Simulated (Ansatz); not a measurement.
# NaH: the band gap up the ladder of functionals

The task here is to estimate one member of a computed series from the others.

Program: Ansatz 0.2.0. PAW datasets, plane waves. These are computed values for a spin-unpolarised cell that may be hypothetical; none is a measurement.

## The system as given

The cell was relaxed beforehand with r2SCAN.

It is hexagonal, P6_3/mmc (No. 194); conventional cell a = 3.953 Å, c = 4.828 Å, 16.34 Å³ an atom. Near Na stand 5 H at 2.28–2.41 Å; near H stand 5 Na at 2.28–2.41 Å.

Coordinates:

```
CELL_PARAMETERS angstrom
3.95331 0.00000 0.00000
-1.97665 3.42366 0.00000
0.00000 0.00000 4.82832
ATOMIC_POSITIONS crystal
Na 0.33333 0.66667 0.25000
Na 0.66667 0.33333 0.75000
H 0.66667 0.33333 0.25000
H 0.33333 0.66667 0.75000
```

Set-up of the first run:

The input, input.yaml:

```yaml
crystal:
  lattice:
    - [3.9533072841, 0.0, 0.0]
    - [-1.976653642, 3.423664537, 0.0]
    - [0.0, 0.0, 4.828323777]
  atoms:
    - { symbol: Na, position: [0.3333333333, 0.6666666667, 0.25] }
    - { symbol: Na, position: [0.6666666667, 0.3333333333, 0.75] }
    - { symbol: H, position: [0.6666666667, 0.3333333333, 0.25] }
    - { symbol: H, position: [0.3333333333, 0.6666666667, 0.75] }
kpoints:
  mp_grid: { grid: [12, 12, 6] }
  band_path:
    path:
      - [[0.0, 0.0, 0.0], [0.5, 0.0, 0.0], [0.333333333333, 0.333333333333, 0.0], [0.0, 0.0, 0.0], [0.0, 0.0, 0.5], [0.5, 0.0, 0.5], [0.333333333333, 0.333333333333, 0.5], [0.0, 0.0, 0.5]]
      - [[0.5, 0.0, 0.5], [0.5, 0.0, 0.0]]
      - [[0.333333333333, 0.333333333333, 0.5], [0.333333333333, 0.333333333333, 0.0]]
    npoints: 10
hamiltonian:
  xc: pbe
scf:
  occupations: { method: fermi_dirac, width: 0.02 }
  n_extra_bands: 5
output:
  forces: true
  stress: true
  eigenvalues: true
```

Steps of the session up to this table: PBE band path; r2SCAN at the same geometry; HSE06 at the same geometry; PBE0 at the same geometry; LDA at the same geometry; G0W0 on PBE; Quasiparticle levels, G0W0@PBE; DDH-PBE0; r2SCANh at the same geometry; LC-ωPBE.

One of the session's tables, all rows but one given; the rest of the session is left out.

| level | gap (eV) |
| --- | --- |
| PBE | 3.33 |
| r2SCAN | 3.67 |
| HSE06 | 4.26 |
| PBE0 | 4.96 |
| LDA | 2.98 |
| G0W0@PBE (195 empty bands) | 5.40 |
| G0W0@PBE (484 empty bands) | ? |
| DDH-PBE0 | 5.69 |
| r2SCANh | 4.26 |
| LC-ωPBE | 8.99 |

Estimate the missing values for G0W0@PBE (484 empty bands).

As computed: gap (eV): 5.50. In the column «gap (eV)» it lies between G0W0@PBE (195 empty bands) (5.40) and DDH-PBE0 (5.69).

Meshes: PBE 12×12×6, r2SCAN 12×12×6, HSE06 6×6×4, PBE0 6×6×4, LDA 12×12×6, DDH-PBE0 6×6×4, r2SCANh 6×6×4, LC-ωPBE 6×6×4.

In words: The gap runs from 2.98 eV (LDA) to 8.99 eV (LC-ωPBE). PBE reaches 60 % of the G0W0@PBE value, and r2SCAN 67 %. PBE0 lies 0.69 eV above HSE06, which differs from it by screening the long-range exchange. No extrapolation in bands, cutoff or mesh was made for G0W0.

Limits of these values: Warnings in the runs' records: stress exchange threshold loose, stress scf threshold loose.
